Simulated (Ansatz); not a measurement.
Crystal: Lu.

```xyz
2
Lattice="3.5031 0.0000 0.0000 -1.7515 3.0338 0.0000 0.0000 0.0000 5.5509" Properties=species:S:1:pos:R:3 pbc="T T T"
Lu    1.7516    1.0113    4.1632
Lu    0.0000    2.0225    1.3877
```

- Program: Ansatz 0.2.0
- Task: single point
- Functional: PBEsol
- Potentials or basis: all-electron LAPW, scalar-relativistic
- Cutoff: 173 eV (chosen from the basis error)
- Basis error allowed: 0.001 eV/atom
- k mesh: 9 × 9 × 5
- Occupations: fermi-dirac, width 0.05 eV
- Spin: no spin polarisation

On this cell: pressure -3.0 GPa; largest force under 0.003 eV/Å; band gap on the k mesh none (metal or under the smearing width).

The same run follows on a disturbed copy (atoms moved at random, drawn with an rms of 0.05 Å):

```
Lu
1.0
     3.50310    0.00000    0.00000
    -1.75155    3.03377    0.00000
     0.00000    0.00000    5.55090
Lu
2
Direct
  0.66872 0.33408 0.75221
  0.33215 0.65927 0.24887
```

Problem. What does the disturbed cell give?

Solution. The energy (extrapolated to zero smearing) moves by +0.5 meV/atom; pressure -3.0 GPa; largest force 0.076 eV/Å; band gap on the k mesh none (metal or under the smearing width).

Forces in eV/Å, atoms in the order of the input:
```
Lu   0.004 -0.031 -0.070
Lu  -0.004  0.031  0.070
```

Stress tensor (GPa, compression positive):
```
-2.62 -0.01  0.00
-0.01 -2.73  0.01
 0.00  0.01 -3.72
```
